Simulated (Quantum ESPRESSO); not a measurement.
A run of Quantum ESPRESSO 7.5:

pw.in

```
&CONTROL
  calculation = 'scf'
  prefix = 'pwscf'
  outdir = './tmp'
  pseudo_dir = './pseudo'
  tprnfor = .true.
  tstress = .true.
  disk_io = 'low'
/
&SYSTEM
  ibrav = 0
  nat = 1
  ntyp = 1
  ecutwfc = 45
  ecutrho = 360
  nbnd = 14
  occupations = 'smearing'
  smearing = 'mv'
  degauss = 0.01469973
/
&ELECTRONS
  conv_thr = 2d-10
  electron_maxstep = 120
  mixing_beta = 0.5
/
ATOMIC_SPECIES
Pd   106.4200 pd_pbe_v1.4.uspp.F.UPF
CELL_PARAMETERS angstrom
   0.0000000000    1.9465000000    1.9465000000
   1.9465000000    0.0000000000    1.9465000000
   1.9465000000    1.9465000000    0.0000000000
ATOMIC_POSITIONS crystal
Pd     0.0000000000    0.0000000000    0.0000000000
K_POINTS automatic
10 10 10 0 0 0
```

relax.in

```
&CONTROL
  calculation = 'vc-relax'
  prefix = 'pwscf'
  outdir = './tmp'
  pseudo_dir = './pseudo'
  tprnfor = .true.
  tstress = .true.
  disk_io = 'low'
  nstep = 40
  forc_conv_thr = 0.0001
  etot_conv_thr = 1d-06
/
&SYSTEM
  ibrav = 0
  nat = 1
  ntyp = 1
  ecutwfc = 45
  ecutrho = 360
  nbnd = 14
  occupations = 'smearing'
  smearing = 'mv'
  degauss = 0.01469973
/
&ELECTRONS
  conv_thr = 2d-10
  electron_maxstep = 120
  mixing_beta = 0.5
/
&IONS
  ion_dynamics = 'bfgs'
/
&CELL
  cell_dynamics = 'bfgs'
  press = 0
  press_conv_thr = 0.2
/
ATOMIC_SPECIES
Pd   106.4200 pd_pbe_v1.4.uspp.F.UPF
CELL_PARAMETERS angstrom
   0.0000000000    1.9465000000    1.9465000000
   1.9465000000    0.0000000000    1.9465000000
   1.9465000000    1.9465000000    0.0000000000
ATOMIC_POSITIONS crystal
Pd     0.0000000000    0.0000000000    0.0000000000
K_POINTS automatic
10 10 10 0 0 0
```

File scf2.in:

```
&CONTROL
  calculation = 'scf'
  prefix = 'pwscf'
  outdir = './tmp'
  pseudo_dir = './pseudo'
  tprnfor = .true.
  tstress = .true.
  disk_io = 'low'
/
&SYSTEM
  ibrav = 0
  nat = 1
  ntyp = 1
  ecutwfc = 45
  ecutrho = 360
  nbnd = 14
  occupations = 'smearing'
  smearing = 'mv'
  degauss = 0.01469973
/
&ELECTRONS
  conv_thr = 1d-13
  electron_maxstep = 120
  mixing_beta = 0.5
  startingpot = 'file'
  startingwfc = 'file'
/
ATOMIC_SPECIES
Pd   106.4200 pd_pbe_v1.4.uspp.F.UPF
CELL_PARAMETERS angstrom
   0.0000000000    1.9707902415    1.9707902415
   1.9707902415    0.0000000000    1.9707902415
   1.9707902415    1.9707902415    0.0000000000
ATOMIC_POSITIONS crystal
Pd     0.0000000000    0.0000000000    0.0000000000
K_POINTS automatic
10 10 10 0 0 0
```

File ph.in:

```
phonons of Pd
&INPUTPH
  prefix = 'pwscf'
  outdir = './tmp'
  tr2_ph = 1d-18
  fildyn = 'dyn'
  niter_ph = 90
  alpha_mix(1) = 0.4
/
0.0000000000 0.7071067812 0.0000000000
```

Potentials or basis: GBRV 1.5 PBE.

Launch:

```bash
$ OMP_NUM_THREADS=1 pw.x -in pw.in > pw.out
$ OMP_NUM_THREADS=1 pw.x -in relax.in > relax.out
$ OMP_NUM_THREADS=1 pw.x -in scf2.in > scf2.out
$ OMP_NUM_THREADS=1 ph.x -in ph.in > ph.out
```

Hardware: 1 thread of AMD EPYC 9R45 96-Core Processor (Zen 5), with other jobs on the host.

**Question.** How long does it take, and how much memory?

**Answer.** Run time: 51 s on 1 thread of AMD EPYC 9R45 96-Core Processor (Zen 5), with other jobs on the host, peak memory 0.11 GiB. Counts: scf iterations 35, k pools 1, bands 14, ion steps 3, k points 47, g dense 11575.
